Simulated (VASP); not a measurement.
Write the native input for VASP 6.6.1 that does the following.

* Task: single point
* Functional: PBE
* Potentials or basis: VASP PAW PBE potentials, release 64 (B)
* Cutoff: 520 eV
* k mesh: 12 × 12 × 12
* Occupations: gaussian, width 0.1 eV
* Spin: no spin polarisation
* Dipole correction: no
* Further INCAR settings: ALGO = Fast; EDIFF = 1e-06; NBANDS = 18

The structure of B lies in POSCAR:

```
B
1.0
    3.4393111448      0.0000000000      0.0000000000
    0.0000000000      3.4393111448      0.0000000000
    0.0000000000      0.0000000000      3.4393111448
B
6
Direct
    0.2500000000      0.5000000000      0.0000000000
    0.7500000000      0.5000000000      0.0000000000
    0.0000000000      0.2500000000      0.5000000000
    0.0000000000      0.7500000000      0.5000000000
    0.5000000000      0.0000000000      0.2500000000
    0.5000000000      0.0000000000      0.7500000000
```

The cell was built by a generator and needn't be a form met in nature.

The cell isn't the ideal one: random cell by space group and Wyckoff sites (Pm-3n, No. 223).

One way to write it, as run:

INCAR

```
PREC = Accurate ; ENCUT = 520
EDIFF = 1E-6 ; ISMEAR = 0
SIGMA = 0.1 ; LREAL = False
LASPH = True ; NELM = 100
ALGO = Fast ; ISIF = 2
LWAVE = False ; LCHARG = False
GGA = PE ; NBANDS = 18
```

KPOINTS

```
Automatic mesh
0
Gamma
  12 12 12
```

Potentials or basis: VASP PAW PBE potentials, release 64 (B).

The run is started by

```console
$ cat potpaw_PBE.64/B/POTCAR > POTCAR
$ mpirun -np 1 vasp_std > vasp.out
```

Results of the run:

```yaml
Pressure: -0.1 GPa
Band_gap_on_the_k_mesh: none (metal or under the smearing width)
```

Run time: 21 s on 1 thread of Intel(R) Xeon(R) 6975P-C (Granite Rapids), on a shared host, peak memory 0.17 GiB.
